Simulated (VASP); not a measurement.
## NiO under changes of volume

One of the cells (9.257 Å³/atom); the others are scaled copies at fixed shape and fractional positions:

```
Ni O
1.0
     0.00000    2.09972    2.09972
     2.09972    0.00000    2.09972
     2.09972    2.09972    0.00000
Ni O
1 1
Direct
  0.00000 0.00000 0.00000
  0.50000 0.50000 0.50000
```

- Program: VASP 6.6.1
- Functional: PBEsol
- Potentials or basis: VASP PAW PBE potentials, release 64 (Ni, O)
- Cutoff: 520 eV
- k mesh: 11 × 11 × 11
- Occupations: fermi-dirac, width 0.05 eV
- Spin: collinear spin, ferromagnetic start
- Starting moments: [1.0, 0.0] μB

```tsv
volume (Å³/atom)	energy over the lowest point (meV/atom)	pressure (GPa)	moment (μB per cell)
8.531	5.91	2.9	0.81
8.713	0.00	0.3	1.24
8.894	?	?	?
9.257	18.64	-10.8	1.42
9.439	32.09	-13.2	1.51
9.620	48.32	-15.7	1.59
```

**Question.** What does the run at 8.894 Å³/atom give?

**Answer.** Energy over the lowest point 1.81 meV/atom; pressure -4.0 GPa; moment 1.29 μB per cell.

Worked out: A Birch-Murnaghan fit of order 3 (a polynomial in V^(-2/3)) to the other rows has its minimum at 8.77 Å³/atom with B0 = V·E''(V) = 274 GPa (rough, since the energies scatter). It gives 1.19 meV/atom at 8.894 Å³/atom, against the run's 1.81, and -dE/dV = -3.6 GPa, against -4.0. The moment follows no smooth curve through the other rows.

Energies are extrapolated to zero smearing.

Caveats: the PAW data sets were made with another functional, which shifts forces and pressure a little; a cell with one magnetic atom can't hold antiferromagnetic order, which such compounds often take.
